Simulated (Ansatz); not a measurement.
Vibrations of GaP (F-43m) by finite displacements

```
CELL_PARAMETERS angstrom
0.00000 2.71926 2.71926
2.71926 0.00000 2.71926
2.71926 2.71926 0.00000
ATOMIC_POSITIONS crystal
Ga 0.00000 0.00000 0.00000
P 0.75000 0.75000 0.75000
```

Unless marked otherwise, the numbers come from PBEsol, all-electron LAPW in Ansatz 0.2.0, scalar-relativistic. k mesh 8×8×8, fixed occupations, basis error target 0.5 meV/atom. The cell was relaxed by PAW under this functional.

Atoms are displaced by 0.01 Å in the smallest supercells that hold the wave vectors of a 2×2×2 mesh. Negative values stand for unstable modes. The zone centre has no LO-TO term.

Problem. What are the phonon energies at the solved wave vectors, in meV?

Solution. 

| q | point | modes (meV) |
| --- | --- | --- |
| 0.000 0.000 0.000 | Gamma | 44.25 (×3) |
| 0.500 0.000 0.000 | L | 9.64 (×2), 28.40, 43.99 (×2), 44.97 |
| 0.500 0.500 0.000 | X | 12.33 (×2), 30.64, 43.93 (×2), 44.53 |

Problem. Is the structure dynamically stable at these wave vectors?

Solution. Yes, no mode is unstable there; wave vectors off this mesh aren't tested.

Problem. How do the optical zone-centre modes decompose, and which are active?

Solution. Point group -43m: Γ_opt = T2.

```json
{"label": "T2", "meV": "44.25", "activity": "IR and Raman", "mostly": "P (69 %)"}
```

Problem. How well do frozen-core PAW files reproduce these all-electron values?

Solution. With a cutoff of 420 eV and displacements of 0.0025 Å, the r.m.s. difference over the modes is 0.2 cm⁻¹; the largest difference is 354.6 (PAW) against 354.3 cm⁻¹ (LAPW).

Problem. The cell is scaled evenly to 39.611 and 40.818 Å³ (from 40.215), with free atoms relaxed and the shape held. What are the mode Grüneisen parameters γ = −d ln ω/d ln V?

Solution. For the highest mode, 369.9 cm⁻¹ in the small cell and 355.8 in the large one give γ ≈ 1.30. From the change of the dynamical matrix on each mode:

| point | cm⁻¹ | γ |
| --- | --- | --- |
| Gamma | 356.9 | 1.22 |
| L | 77.8 | -1.21 |
| L | 229.1 | 0.84 |
| L | 354.8 | 1.38 |
| L | 362.7 | 1.29 |
| X | 99.5 | -1.08 |
| X | 247.1 | 0.98 |
| X | 354.3 | 1.50 |
| X | 359.2 | 1.20 |

Weighted by the modes' heat capacities at 300 K, the mean on this mesh is 0.39; it moves with the q mesh, and a coarse one overweights the zone boundary. Rows under −0.05 (2 here) are modes that soften under compression and pull towards negative thermal expansion.

Problem. Linear response on PAW files adds the field. What are the dielectric tensor, the Born charges and the LO shift?

Solution. ε∞ = (10.63, 10.63, 10.63) along x, y, z with local fields. Born charges (xx, yy, zz): Ga1 (2.11, 2.11, 2.11); P2 (-2.11, -2.11, -2.11). The highest zone-centre mode lies at 357.1 cm⁻¹ without the macroscopic field and at 389.1 cm⁻¹ with it, for q along x. Lyddane-Sachs-Teller then gives ε₀ = ε∞ (ω_LO/ω_TO)² = 12.63. With the ions free to follow the field, the program's ε₀ is (12.63, 12.63, 12.63).

Keep in mind: the frozen-core PAW files of the compared runs were fitted under PBE, their cores solved anew for this functional; field response not resolved by the mesh; semilocal gaps are low, and ε∞ tends to come out large.
